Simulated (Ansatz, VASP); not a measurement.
# Two plane-wave programs on Fe

The input POSCAR:

```
Fe
1.0
    2.4749913799      0.0000000000      0.0000000000
    0.0000000000      2.4749913799      0.0000000000
    0.0000000000      0.0000000000      2.4749913799
Fe
1
Direct
    0.0000000000      0.0000000000      0.0000000000
```

File INCAR.step1:

```
  PREC = Accurate
  ENCUT = 520
  ISMEAR = -1
  SIGMA = 0.05
  LREAL = False
  LASPH = True
  NELM = 150
  ISPIN = 2
  MAGMOM = 2.926
  LMAXMIX = 4
  NBANDS = 14
  GGA = PE
  ALGO = Normal
  EDIFF = 1E-4
  LWAVE = True
  LCHARG = False
```

The input INCAR.step2:

```
  PREC = Accurate
  ENCUT = 520
  EDIFF = 1E-6
  ISMEAR = -1
  SIGMA = 0.05
  LREAL = False
  LASPH = True
  NELM = 150
  ALGO = Normal
  ISIF = 2
  LWAVE = False
  LCHARG = False
  ISPIN = 2
  MAGMOM = 2.926
  LORBIT = 11
  LMAXMIX = 4
  METAGGA = R2SCAN
  LMIXTAU = True
  NBANDS = 14
  ISTART = 1
```

File KPOINTS:

```
Automatic mesh
0
Gamma
  15 15 15
```

Input for Ansatz:

```yaml
crystal:
  lattice:
    - [2.4749913799, 0.0, 0.0]
    - [0.0, 2.4749913799, 0.0]
    - [0.0, 0.0, 2.4749913799]
  atoms:
    - { symbol: Fe, position: [0.0, 0.0, 0.0], spin: 2.926 }
hamiltonian:
  xc: r2scan
  pseudopotentials:
    kind: paw
    azcp:
      Fe: "pseudopotentials/Fe.paw.azcp"
basis:
  ecutwfc: 500
  fft_grid_basis: typed
kpoints:
  mp_grid: { grid: [15, 15, 15], shift: [0, 0, 0] }
magnetization:
  spin_polarized: true
scf:
  occupations: { method: fermi_dirac, width: 0.05 }
  lower_state_search: "off"
output:
  stress: true
  write_density: true
  write_potential: true
  elf: true
  volumetric_format: npy
```

Alike in both runs: task single point; functional r2SCAN; k mesh 15 × 15 × 15; occupations fermi-dirac, width 0.05 eV; collinear spin.

|  | VASP | Ansatz |
| --- | --- | --- |
| version | VASP 6.6.1 | Ansatz 0.2.0 |
| potentials or method | VASP PAW PBE potentials, release 64 (Fe) | plane waves (500 eV) with PAW, scalar-relativistic |
| plane-wave cutoff (eV) | 520 | 500 |
| valence electrons in the cell | 8 | 16 |

```csv
,VASP,Ansatz,Ansatz less VASP
pressure (GPa),-7.5,-7.3,+0.24
net moment per atom (μB),2.97,2.98,+0.007
size of the moment on the site where the two differ most (μB),3.00,3.01,+0.011
```

Site moments also hang on the region over which each program counts them. The two sets of potentials don't hold the same shells in valence. Ansatz warned: «stability_check_not_made».

Caveats: the PAW data sets were made with another functional, which shifts forces and pressure a little (VASP).
